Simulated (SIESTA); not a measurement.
Crystal: CdS (Hawleyite).

```xyz
2
Lattice="0.0000 2.9165 2.9165 2.9165 0.0000 2.9165 2.9165 2.9165 0.0000" Properties=species:S:1:pos:R:3 pbc="T T T"
Cd    0.0000    0.0000    0.0000
S     4.3748    4.3748    4.3748
```

- Program: SIESTA 5.4.2
- Task: single point
- Functional: PBE
- Potentials or basis: PseudoDojo 0.4 standard (PBE files)
- Basis: DZP (energy shift 0.002 Ry)
- Grid cutoff: 800 Ry
- Energy shift: 0.002 Ry
- k mesh: 8 × 8 × 8
- Occupations: fermi-dirac, width 0.05 eV
- Spin: no spin polarisation

On this cell: pressure 3.7 GPa; largest force zero by symmetry; band gap on the k mesh 1.39 eV, direct.

The same run follows on a disturbed copy (atoms moved at random, drawn with an rms of 0.05 Å):

```
Cd S
1.0
     0.00000    2.91650    2.91650
     2.91650    0.00000    2.91650
     2.91650    2.91650    0.00000
Cd S
1 1
Direct
  0.98965 0.02240 0.99660
  0.74871 0.74711 0.74974
```

Problem. What does the disturbed cell give?

Solution. The energy moves by +12.5 meV/atom; pressure 3.9 GPa; largest force 0.604 eV/Å; band gap on the k mesh 1.37 eV, direct.

Forces in eV/Å, atoms in the order of the input:
```
Cd  -0.417  0.281 -0.333
S    0.417 -0.281  0.334
```

Stress tensor (GPa, compression positive):
```
 3.89 -1.44  1.17
-1.44  4.00 -1.85
 1.17 -1.85  3.96
```

Caveats: semicore shells carry a single zeta, which can move pressures by several GPa and volumes by a few percent; the basis of atomic orbitals isn't converged, which shifts pressures, moduli and gaps.

